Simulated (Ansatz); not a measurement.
Sn:

```
CELL_PARAMETERS angstrom
-1.89465 1.89465 1.89465
1.89465 -1.89465 1.89465
1.89465 1.89465 -1.89465
ATOMIC_POSITIONS crystal
Sn 0.00000 0.00000 0.00000
```

This isn't the form of Sn at room conditions, which is tetragonal (white tin).

| Quantity | Value |
| --- | --- |
| Program | Ansatz 0.2.0 |
| Task | relaxation of cell and atoms |
| Functional | revPBE |
| Potentials or basis | Ansatz PAW |
| Cutoff | 420 eV (not typed: the program's choice for these potentials) |
| k mesh | 10 × 10 × 10 |
| Occupations | fermi-dirac, width 0.05 eV |
| Spin | no spin polarisation |

At the start: volume 27.20 Å³/atom.

Q: How do energy, volume and symmetry change on relaxing?

A: It ends after 4 steps and the volume is 28.22 Å³/atom (+3.7 %); space group Im-3m (No. 229, to 0.05 Å).

The path:
```
step  energy change (eV)  largest force (eV/Å)  volume (Å³)
   1              0.0000                0.0000        27.20
   2             -0.0048                0.0000        28.17
   3             -0.0048                0.0000        28.22
   4             -0.0050                0.0000        28.22
```

Final structure:
```
Sn
1.0
    -1.91802    1.91802    1.91802
     1.91802   -1.91802    1.91802
     1.91802    1.91802   -1.91802
Sn
1
Direct
  0.00000 0.00000 0.00000
```

Caveat: the plane-wave basis is chosen anew once the cell has moved, so the energies of steps on either side of that aren't comparable; the PAW data sets come from PBE, with cores solved anew for the run's functional, which leaves a small shift of forces and pressure.
